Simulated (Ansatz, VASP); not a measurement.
# Ta2C: VASP beside Ansatz

Wanted: the spread between two codes on one cell, functional and k mesh. The cell is taken from a series of runs on this material, whose earlier steps may have relaxed, scaled, displaced or heated it; both programs get it as it stands.

Main program and level: Ansatz 0.2.0; plane waves, with VASP 6.6.1 beside it; relaxation of cell and atoms at r2SCAN and relaxation of cell and atoms at r2SCAN with rVV10.

### Step 1. Set-up

Symmetry: P-3m1, No. 164, trigonal system. The conventional cell has a = 3.106 Å, b = 3.106 Å, c = 4.946 Å, α = 90.00°, β = 90.00°, γ = 120.00°. Nearest to Ta lie 3 C at 2.18 Å. Nearest to C lie 6 Ta at 2.18 Å. Farther neighbours are not listed.

Coordinates:

```xyz
3
Lattice="3.1059 0.0000 0.0000 -1.5530 2.6898 0.0000 0.0000 0.0000 4.9464" Properties=species:S:1:pos:R:3 pbc="T T T"
Ta    0.0000    1.7932    1.2465
Ta    1.5530    0.8966    3.6999
C     0.0000    0.0000    0.0000
```

### Step 2. VASP: relaxation of cell and atoms, r2SCAN

The relaxed volume is the usual yardstick between codes: in a stiff, nearly cubic crystal its relative difference is about their pressure difference at one cell divided by the bulk modulus.

Lines of VASP's logs that name or quote its potential files are left out, and so is its time.

Contents of INCAR:

```
SYSTEM = Ta2C
PREC = Accurate
ENCUT = 660
EDIFF = 1E-07
NELM = 120
ISMEAR = 0
SIGMA = 0.1
LREAL = .FALSE.
ALGO = Normal
METAGGA = R2SCAN
LASPH = .TRUE.
NBANDS = 19
LORBIT = 11
LWAVE = .FALSE.
LCHARG = .FALSE.
ISIF = 3
IBRION = 2
NSW = 80
EDIFFG = -0.005
GGA_COMPAT = .FALSE.
NELMIN = 4
LMIXTAU = .TRUE.
KPAR = 2
```

Contents of POSCAR:

```
Ta2C
1.0
    3.1059000000      0.0000000000      0.0000000000
   -1.5529500000      2.6897880000      0.0000000000
    0.0000000000      0.0000000000      4.9464000000
Ta C
2 1
Direct
    0.3333333333      0.6666666667      0.2520099466
    0.6666666667      0.3333333333      0.7479900534
    0.0000000000      0.0000000000      0.0000000000
```

Contents of KPOINTS:

```
Automatic mesh
0
Gamma
15 15 8
0 0 0
```

PAW data sets: Ta_pv and C (PBE family, release 64).

Command:

```sh
$ mpirun -np 2 vasp_std
```

Numbers of over 12 decimals in the logs are rounded to 6 here.

What it wrote:

```text
[banner, memory and clock lines left out]
running    2 mpi-ranks, on    1 nodes
 distrk:  each k-point on    1 cores,    2 groups
 distr:  one band on    1 cores,    1 groups

 POSCAR found type information on POSCAR TaC
 POSCAR found :  2 types and       3 ions
|                                                                             |
|               ----> ADVICE to this user running VASP <----                  |
|                                                                             |
|     You enforced a specific xc type in the INCAR file but a different       |
|     [... a line on the potential file left out ...]
|     I HOPE YOU KNOW WHAT YOU ARE DOING!                                     |
|                                                                             |

 LDA part: xc-table for (None), standard interpolation
 POSCAR, INCAR and KPOINTS ok, starting setup
 FFT: planning ... GRIDC
 FFT: planning ... GRID_SOFT
 FFT: planning ... GRID
 WAVECAR not read
 entering main loop
       N       E                     dE             d eps       ncg     rms          rms(c)
DAV:   1     0.147788085551E+03    0.14779E+03   -0.17684E+04  7296   0.176E+03
DAV:   2    -0.109962181942E+03   -0.25775E+03   -0.25275E+03  8218   0.446E+02
DAV:   3    -0.119146247580E+03   -0.91841E+01   -0.90480E+01  9429   0.727E+01
DAV:   4    -0.119263574446E+03   -0.11733E+00   -0.11694E+00  9360   0.777E+00
DAV:   5    -0.119264495869E+03   -0.92142E-03   -0.92111E-03  9104   0.671E-01    0.287E+01
DAV:   6    -0.109648052226E+03    0.96164E+01   -0.19293E+01  9176   0.307E+01    0.116E+01
DAV:   7    -0.108298085649E+03    0.13500E+01   -0.18778E+00  8190   0.972E+00    0.450E+00
DAV:   8    -0.109126092090E+03   -0.82801E+00   -0.98334E-01  7827   0.709E+00    0.168E+00
DAV:   9    -0.109153781803E+03   -0.27690E-01   -0.97819E-02  7972   0.274E+00    0.783E-01
DAV:  10    -0.109155937620E+03   -0.21558E-02   -0.49750E-02  8101   0.170E+00    0.356E-01
DAV:  11    -0.109165960007E+03   -0.10022E-01   -0.39003E-02  8357   0.144E+00    0.219E-01
DAV:  12    -0.109163960005E+03    0.20000E-02   -0.44250E-03  7754   0.552E-01    0.187E-01
DAV:  13    -0.109169724192E+03   -0.57642E-02   -0.35785E-03  8430   0.374E-01    0.622E-02
DAV:  14    -0.109170871433E+03   -0.11472E-02   -0.53370E-04  7751   0.202E-01    0.374E-02
DAV:  15    -0.109171131399E+03   -0.25997E-03   -0.24833E-04  7929   0.128E-01    0.219E-02
DAV:  16    -0.109171128043E+03    0.33557E-05   -0.34441E-05  8606   0.514E-02    0.623E-03
DAV:  17    -0.109171148931E+03   -0.20888E-04   -0.12894E-05  7645   0.354E-02    0.140E-03
DAV:  18    -0.109171148723E+03    0.20873E-06   -0.12709E-06  8024   0.106E-02    0.221E-03
DAV:  19    -0.109171149628E+03   -0.90570E-06   -0.60809E-07  8233   0.679E-03    0.913E-04
DAV:  20    -0.109171149582E+03    0.46787E-07   -0.27784E-07  7046   0.394E-03
   1 F= -.10917115E+03 E0= -.10916998E+03  d E =-.109171E+03
[...]
2 F= -.10915931E+03 E0= -.10915806E+03  d E =0.118405E-01
[...]
3 F= -.10917428E+03 E0= -.10917311E+03  d E =-.313234E-02
[...]
4 F= -.10917477E+03 E0= -.10917359E+03  d E =-.484501E-03
 trial-energy change:   -0.000485  1 .order   -0.000464   -0.001693    0.000766
 step:   0.6027(harm=  0.5935)  dis= 0.00368  next Energy=  -109.174881 (dE=-0.599E-03)
 bond charge predicted
       N       E                     dE             d eps       ncg     rms          rms(c)
DAV:   1    -0.109174812447E+03   -0.45993E-04   -0.25477E-02  7296   0.151E+00    0.107E-01
DAV:   2    -0.109174913002E+03   -0.10056E-03   -0.21678E-03  7366   0.396E-01    0.429E-02
DAV:   3    -0.109174879758E+03    0.33245E-04   -0.15413E-04  9284   0.108E-01    0.132E-02
DAV:   4    -0.109174878746E+03    0.10113E-05   -0.10886E-05  8718   0.300E-02    0.112E-02
DAV:   5    -0.109174875138E+03    0.36081E-05   -0.76601E-06  8365   0.243E-02    0.383E-03
DAV:   6    -0.109174876888E+03   -0.17497E-05   -0.66110E-06  7488   0.239E-02    0.240E-03
DAV:   7    -0.109174878097E+03   -0.12092E-05   -0.64745E-07  7918   0.736E-03    0.125E-03
DAV:   8    -0.109174878125E+03   -0.28022E-07   -0.11935E-08  3969   0.949E-04
   5 F= -.10917488E+03 E0= -.10917370E+03  d E =-.596207E-03
 curvature:  -0.33 expect dE=-0.478E-06 dE for cont linesearch -0.541E-08
 trial: gam= 0.00193 g(F)=  0.306E-06 g(S)=  0.115E-05 ort =-0.599E-05 (trialstep = 0.810E+00)
 search vector abs. value=  0.144E-05
 reached required accuracy - stopping structural energy minimisation
```

OUTCAR, selected parts (step 2):

```text
ion  position               nearest neighbor table
   1  0.333  0.667  0.252-   3 2.18   3 2.18   3 2.18   2 3.04   2 3.04   2 3.04   2 3.07   2 3.07
                             2 3.07
   2  0.667  0.333  0.748-   3 2.18   3 2.18   3 2.18   1 3.04   1 3.04   1 3.04   1 3.07   1 3.07
                             1 3.07
   3  0.000  0.000  0.000-   1 2.18   2 2.18   2 2.18   1 2.18   2 2.18   1 2.18

  LATTYP: Found a hexagonal cell.
 ALAT       =     3.1059000000
 C/A-ratio  =     1.5925818603

 Subroutine GETGRP returns: Found 12 space group operations
 (whereof 12 operations were pure point group operations)

The static configuration has the point symmetry D_3d.

 Found    192 irreducible k-points:

   k-points           NKPTS =    192   k-points in BZ     NKDIM =    192   number of bands    NBANDS=     19

   dimension x,y,z NGX =    28 NGY =   28 NGZ =   42
   dimension x,y,z NGXF=    56 NGYF=   56 NGZF=   84

   ENCUT  =  660.0 eV  48.51 Ry    6.96 a.u.   6.51  6.51 10.36*2*pi/ulx,y,z

   NELECT =      26.0000    total number of electrons

 k-points in reciprocal lattice and weights: Automatic mesh
   0.00000000  0.00000000  0.00000000       0.001
   0.06666667  0.00000000  0.00000000       0.003
   0.13333333  0.00000000  0.00000000       0.003
   0.20000000  0.00000000  0.00000000       0.003
   0.26666667  0.00000000  0.00000000       0.003
   0.33333333  0.00000000  0.00000000       0.003
   0.40000000  0.00000000  0.00000000       0.003
   0.46666667 -0.00000000  0.00000000       0.003
   0.06666667  0.06666667  0.00000000       0.003
[...]
0.33333333  0.26666667  0.50000000       0.007
   0.33333333  0.33333333  0.50000000       0.001

 average (electrostatic) potential at core
       1 -41.8993       2 -41.8993       3 -50.2002

 E-fermi :   6.5543

 k-point     1 :       0.0000    0.0000    0.0000
  band No.  band energies     occupation
    ...
      8      -0.6373      2.00000
      9       2.7187      2.00000
     10       2.7187      2.00000
     11       3.0375      2.00000
     12       6.5716      0.80738
     13       7.0619      0.00000
     14       7.0619      0.00000
     15       7.7197      0.00000
     16       7.7197      0.00000
     17       8.9899      0.00000
    ...

 k-point     2 :       0.0667    0.0000    0.0000
  band No.  band energies     occupation
    ...
      8      -0.5079      2.00000
      9       2.1389      2.00000
     10       2.7330      2.00000
     11       3.4440      2.00000
     12       6.5904      0.61011
     13       6.6875      0.05960
     14       7.1802      0.00000
     15       7.4705      0.00000
     16       7.5524      0.00000
     17       9.1821      0.00000
    ...

 k-point     3 :       0.1333    0.0000    0.0000
  band No.  band energies     occupation
    ...
      8      -0.1444      2.00000
      9       1.3923      2.00000
     10       2.7517      2.00000
     11       3.7268      2.00000
     12       5.7502      2.00000
     13       6.6208      0.34696
     14       7.2967      0.00000
     15       7.3857      0.00000
     16       7.6082      0.00000
     17       9.5604      0.00000
    ...

  Total        0.0035563      0.0035563     -0.0068156      0.0000000     -0.0000000      0.0000000
  in kB        0.1372823      0.1372822     -0.2630986      0.0000000     -0.0000000      0.0000000
  external PRESSURE =       0.0038220 kB  Pullay stress =       0.0000000 kB

  energy-cutoff  :      660.00
  volume of cell :       41.50
      direct lattice vectors                 reciprocal lattice vectors
     3.112661787 -0.000000000  0.000000000     0.321268441  0.185484442  0.000000000
    -1.556330894  2.695643878  0.000000000     0.000000000  0.370968884  0.000000000
     0.000000000 -0.000000000  4.946530222     0.000000000  0.000000000  0.202161911

 POSITION                                       TOTAL-FORCE (eV/Angst)
 -----------------------------------------------------------------------------------
     -0.00000      1.79710      1.25497        -0.000000      0.000000     -0.001780
      1.55633      0.89855      3.69156         0.000000     -0.000000      0.001780
      0.00000      0.00000      0.00000         0.000000      0.000000      0.000000
 -----------------------------------------------------------------------------------
    total drift:                                0.000000     -0.000000      0.000000

  FREE ENERGIE OF THE ION-ELECTRON SYSTEM (eV)
  ---------------------------------------------------
  free  energy   TOTEN  =      -109.1748781252 eV

  energy  without entropy=     -109.1725306031  energy(sigma->0) =     -109.17370436

 reached required accuracy - stopping structural energy minimisation

 total charge
# of ion       s       p       d       tot
------------------------------------------
    1        0.339   6.254   2.310   8.903
    2        0.339   6.254   2.310   8.903
    3        0.892   1.588   0.000   2.480
--------------------------------------------------
tot          1.571  14.095   4.621  20.286

[... 3 further parts left out ...]
```

CONTCAR:

```
Ta2C
   1.00000000000000
     3.1126617872942193   -0.0000000000000000    0.0000000000000000
    -1.5563308936471096    2.6956438776054270    0.0000000000000000
     0.0000000000000000   -0.0000000000000000    4.9465302218348395
  Ta              C
     2     1
Direct
     0.3333333332999970    0.6666666667000030    0.2537072284210682
     0.6666666667000030    0.3333333332999970    0.7462927715789317
     0.0000000000000000    0.0000000000000000    0.0000000000000000
```

The run keeps the 12 symmetry operations of its start, so it cannot find a distortion of lower symmetry.

### Step 3. Ansatz: relaxation of cell and atoms, r2SCAN

Ansatz runs on its default PAW (the set named soft_2) files.

The same cell, functional, mesh and smearing now go to Ansatz.

Contents of input.yaml:

```yaml
crystal:
  lattice:
    - [3.1059, 0.0, 0.0]
    - [-1.55295, 2.6897883016, 0.0]
    - [0.0, 0.0, 4.9464]
  atoms:
    - { symbol: Ta, position: [0.3333333333, 0.6666666667, 0.25201] }
    - { symbol: Ta, position: [0.6666666667, 0.3333333333, 0.74799] }
    - { symbol: C, position: [0.0, 0.0, 0.0] }
kpoints:
  mp_grid: { grid: [15, 15, 8] }
hamiltonian:
  xc: r2scan
scf:
  occupations: { method: gaussian, width: 0.1 }
output:
  forces: true
  stress: true
  eigenvalues: true
basis:
  ecutwfc: 520.0
relax:
  adjacent_minimum: "off"
  f_tol: 0.005
  max_steps: 60
  cell: { stress_tol: 0.03 }
```

Command:

```sh
$ ansatz run input.yaml --threads 4 --pin off --max-ram 8192MiB --backend cpu --events-out ev --progress --plain --runs-dir out
```

What it wrote:

```text
Engine: ansatz 0.2.0, aarch64-unknown-linux-gnu
Pseudopotentials: kind: paw
Pseudopotential: Ta, paw, valence charge 13, recommended cutoff 500 eV (meta_gga), Ta.paw.azcp
Pseudopotential: C, paw, valence charge 4, recommended cutoff 500 eV (meta_gga), C.paw.azcp
Functional definition: r2SCAN
  parameter k0 = 0.174
  parameter k1 = 0.065
  parameter a1 = 4.9479
  exchange = r2scan_x(k0 = k0, k1 = k1, a1 = a1)
  correlation = r2scan_c
Crystal: 3 atoms, lattice volume = 41.323 Å³
Basis set: ecut = 520 eV, 1105 PW (Γ), exchange–correlation on 96×96×160 points (64 copies of the dense FFT grid, shifted against one another)
Bands: 19, of which v1, the nominal top of the filled ones, is band 15 counted from 1 (14 counted from 0)
Symmetry: 12 space group operations
Space group: P-3m1 (ITA 164), of the structure as read, at distance tolerance 3.5e-5 Å
k-points: 192 of 1800
Non-local potential: Ta, projectors of the file, l = 0: 3, l = 1: 2, l = 2: 2, l = 3: 1
Non-local potential: C, projectors of the file, l = 0: 2, l = 1: 2, l = 2: 1
PAW form: soft (Blöchl's): semilocal exchange-correlation on the pseudo side does not see the compensation charge
PAW frozen core: Ta, regenerated for the run's functional (the file was generated under x = pbe(κ = 0.804, μ = 0.219515), c = pbe(β = 0.066725))
PAW frozen core: C, regenerated for the run's functional (the file was generated under x = pbe(κ = 0.804, μ = 0.219515), c = pbe(β = 0.066725))
PAW one-centre angular grid: Ta, 590 points (default); XC on 160 Gauss nodes
PAW one-centre angular grid: C, 302 points (default); XC on 239 of its mesh's 2573 points in the sphere
Initial density: superposition of atomic densities (neutral atoms: chi_scale 0, normalization atom), corrected by the library's trained network
Initial wavefunctions: pseudopotential atomic-orbital guess
Functional: x = r2scan, c = r2scan; τ floored in thin density (d = 2e-4 eV/Å³)
SCF iter   1: F=—  HF=-20142.342494 eV  |F-HF|=—  |Δ(HF+E_count)|=         —  Δρ=9.57e-3  dr2=2.69e-2  dr2_τ=1.86e-1  ethr=1.77e-3  ⟨swp⟩=5.4  Hψ=17655  notcnv=0
preconditioner: auto → Kerker (q_TF=auto, 2.586 Å⁻¹)  [metal: Δε(μ)=0.030 eV  Ē_g=7.636 eV  σ=0.100 eV  W_gap=0.16  n_scr=10 (ndim 8)  ℏωp=21.6 eV  f_vac=0.000  D(μ)=0.46/eV (n_scr^D=2)]
SCF iter   2: F=—  HF=-20142.401442 eV  |F-HF|=—  |Δ(HF+E_count)|=   5.89e-2  Δρ=6.58e-3  dr2=1.27e-2  dr2_τ=8.15e-4  ethr=8.95e-5  ⟨swp⟩=2.1  Hψ=7374  notcnv=0  defer=1
SCF iter   3: F=—  HF=-20142.403186 eV  |F-HF|=—  |Δ(HF+E_count)|=   1.74e-3  Δρ=1.69e-3  dr2=2.02e-3  dr2_τ=9.70e-5  ethr=4.23e-5  ⟨swp⟩=2.0  Hψ=4956  notcnv=0  defer=1
SCF iter   4: F=—  HF=-20142.402853 eV  |F-HF|=—  |Δ(HF+E_count)|=   3.33e-4  Δρ=5.54e-4  dr2=1.84e-4  dr2_τ=3.20e-5  ethr=6.72e-6  ⟨swp⟩=2.0  Hψ=4927  notcnv=0  defer=1
SCF iter   5: F=—  HF=-20142.402839 eV  |F-HF|=—  |Δ(HF+E_count)|=   1.45e-5  Δρ=1.62e-4  dr2=2.22e-5  dr2_τ=1.30e-6  ethr=6.13e-7  ⟨swp⟩=2.0  Hψ=4976  notcnv=0  defer=1
SCF iter   6: F=—  HF=-20142.402837 eV  |F-HF|=—  |Δ(HF+E_count)|=   2.13e-6  Δρ=3.29e-5  dr2=1.55e-6  dr2_τ=3.27e-8  ethr=7.41e-8  ⟨swp⟩=2.1  Hψ=4428  notcnv=0  defer=1
SCF iter   7: F=-20142.402836 eV  HF=-20142.402836 eV  |F-HF|=1.62e-8  |Δ(HF+E_count)|=   2.73e-7  Δρ=5.69e-6  dr2=2.96e-8  dr2_τ=8.48e-10  ethr=3.33e-10  ⟨swp⟩=4.5  Hψ=16688  notcnv=0
SCF 1 converged in 7 iterations: F = -20142.402836 eV  dr2 = 2.96e-8
  greatest PAW one-centre occupation: 0.998 electrons in one spin orbital (limit 2), on the Ta atom at site 1 (counted from 0), in its partial waves of l = 0
relax step   1: F+E_penalty+E_count = -20142.40283626 eV  Δ(F+E_penalty+E_count) = +0.000e0 eV  max|allowed force component| = 2.674e-1 eV/Å  Δτ_max = 0.0000 Å  P = +1.041 GPa  Ω = 41.323 Å³  (7 SCF iters, dr2 threshold 1.00e-7 eV, accepted)
[...]
relax step   3: F+E_penalty+E_count = -20142.40509819 eV  Δ(F+E_penalty+E_count) = -2.262e-3 eV  max|allowed force component| = 1.638e-2 eV/Å  Δτ_max = 0.0078 Å  P = -0.346 GPa  Ω = 41.451 Å³  energy of the carried Pulay correction = -4.978e-5 eV  (10 SCF iters, accepted)
[...]
relax step   4: F+E_penalty+E_count = -20142.40517174 eV  Δ(F+E_penalty+E_count) = -7.355e-5 eV  max|allowed force component| = 1.481e-3 eV/Å  Δτ_max = 0.0002 Å  P = -0.002 GPa  Ω = 41.403 Å³  energy of the carried Pulay correction = -3.100e-5 eV  (5 SCF iters, dr2 threshold 2.99e-7 eV, accepted)
[...]
relax step   5: F+E_penalty+E_count = -20142.40517222 eV  Δ(F+E_penalty+E_count) = -4.718e-7 eV  max|allowed force component| = 2.019e-4 eV/Å  Δτ_max = 0.0000 Å  P = +0.000 GPa  Ω = 41.403 Å³  energy of the carried Pulay correction = -3.103e-5 eV  (4 SCF iters, dr2 threshold 2.55e-9 eV, accepted)
[...]
relax step   6: F+E_penalty+E_count = -20142.40520533 eV  Δ(F+E_penalty+E_count) = -3.311e-5 eV  max|allowed force component| = 1.915e-4 eV/Å  Δτ_max = 0.0000 Å  P = +0.000 GPa  Ω = 41.403 Å³  stress off target by 3.98e-3 GPa  SCF on the basis re-selected at this cell (its energy is not comparable with the rows above)  (4 SCF iters)
basis re-selected at this cell: Δ(F+E_penalty+E_count) = -3.311e-5 eV, ΔP = -0.000 GPa vs the last step (what re-selecting the basis moved, of the pressure what is left beyond the Pulay correction that the steps carried, after the strain that the cell walked since its last selection, with what the two solves' SCF thresholds leave and, on support functions, any second-order correction that the steps lacked; it is no m [...]
SCF converged after 4 iterations
Free energy (F): -20142.405205 eV
Harris-Foulkes:  -20142.405205 eV  (|F-HF|=3.64e-12)
Internal energy: -20142.402876 eV  (E = F + TS)
E sigma→0 (E₀):  -20142.404041 eV
Entropy (-TS):   -0.002329 eV (-0.776 meV/atom)
Fermi energy:    18.502699 eV
--- Per-component energies (eV) ---
  E_band       = -220.260128
  E_kinetic    = 823.310705
  E_local      = -1185.603833  (includes V_loc(G=0)·N_el)
  E_nonlocal   = 54.681061
  E_hartree    = 410.106828
  E_xc         = -457.663552
  E_vxc        = -510.863681  (∫ρ·V_xc dr)
  E_paw        = -16946.573633  (= ΣΔE_a)
  E_vpaw       = -247.496968  (= ΣTr[D̂ρ^β])
  E_aug_tail   = 0.000107  (compensation charges beyond the density's cutoff)
  E_vtau       = 25.498806  (kinetic-family band-sum trace: ∫τ·v_τ [+ j·A + Jᵃ·Aᵃ] dr)
  E_ewald      = -2839.123225
  E_core_change = -1.537334  (= ΣΔE_core)
  E_smearing   = -0.002329  (= −TS)
  E_closure    = 0.000000  (closes the sum)
  Σ components = -20142.405205   (vs F -20142.405205, Δ=0.00e0)
--- Forces (eV/Å), atoms counted from 1 ---
  atom   1  Ta     0.00000000     0.00000000    -0.00019151
  atom   2  Ta     0.00000000    -0.00000000     0.00019151
  atom   3  C      0.00000000     0.00000000     0.00000000
  max |Σ_I F_I| component: 0.00e0 eV/Å
--- Stress (GPa, compression-positive) ---
        0.002194       0.000000       0.000000
       -0.000000       0.002194       0.000000
        0.000000       0.000000      -0.003979
  P = ⅓ Tr σ = 0.0001 GPa (0.001 kbar)
--- Band table (eV; the first three rows and the last of 192) ---
  k-point 0: bands = [... 11 lower, 14.6652, 14.9901, 18.5184, 19.0220, 19.0220, 19.6782, 19.6782, 20.9422]
  k-point 1: bands = [... 11 lower, 14.6223, 15.1240, 18.3107, 18.8992, 18.8992, 19.8012, 19.8012, 21.2116]
  k-point 2: bands = [... 11 lower, 14.5259, 15.4870, 17.8336, 18.6012, 18.6012, 20.2997, 20.2997, 21.7203]
  k-point 191: bands = [... 11 lower, 14.0219, 16.7403, 17.0932, 17.0932, 19.9329, 20.9749, 20.9749, 23.7345]
--- Relaxed structure (5 steps of the walk, 4 accepted, 1 SCFs on fresh bases) ---
  F+E_penalty+E_count = -20142.40520533 eV   max|allowed force component| = 1.915e-4 eV/Å   (the final SCF, on the basis selected at the relaxed cell)
  cell:  # Å, volume = 41.4026 Å³
    - [3.109912, 0, 1.443388366255017e-19]
    - [-1.554956, 2.693263, 0]
    - [2.298714129515556e-19, 1.1493570647579817e-19, 4.943116]
  atoms:
    - { symbol: Ta, position: [0.333333, 0.666667, 0.253545] }
    - { symbol: Ta, position: [0.666667, 0.333333, 0.746455] }
    - { symbol: C, position: [0, 0, 0] }
```

The column dr2 measures how far the density is from self-consistency, as an energy; F and HF (Harris–Foulkes) agree once it is small.

### Step 4. Side by side

Known differences besides the potentials themselves: VASP keeps PBE cores, Ansatz makes them for the functional; the data sets hold 30 valence electrons in Ansatz (on its default PAW (the set named soft_2) files) and 26 in VASP; the cutoff is 520 eV in Ansatz and 660 eV in VASP; Ansatz adds a Pulay correction to the stress that steers its cell, VASP none. Total energies have different zeros and are not compared.

Compared:

| quantity | Ansatz | VASP | difference |
| --- | --- | --- | --- |
| volume (Å³) | 41.40 | 41.50 | -0.25 % |
| edge a after relaxation, in the typed setting (Å) | 3.110 | 3.113 | -0.09 % |
| edge c after relaxation, in the typed setting (Å) | 4.943 | 4.947 | -0.07 % |

(Part 1 of 2 ends here.)

[Lines on the potential files, build, host, timing and source positions are cut from VASP's logs without a mark.]

[Logs are printed without paths, hosts, clocks, repeated set-up lines and the standing remarks that a program may print on its own settings, such as how far it seeks lower states.]

[Hosts, paths, dates, database ids (printed as entryN), source tags and the programs' standing remarks are cut or masked in the printed files.]
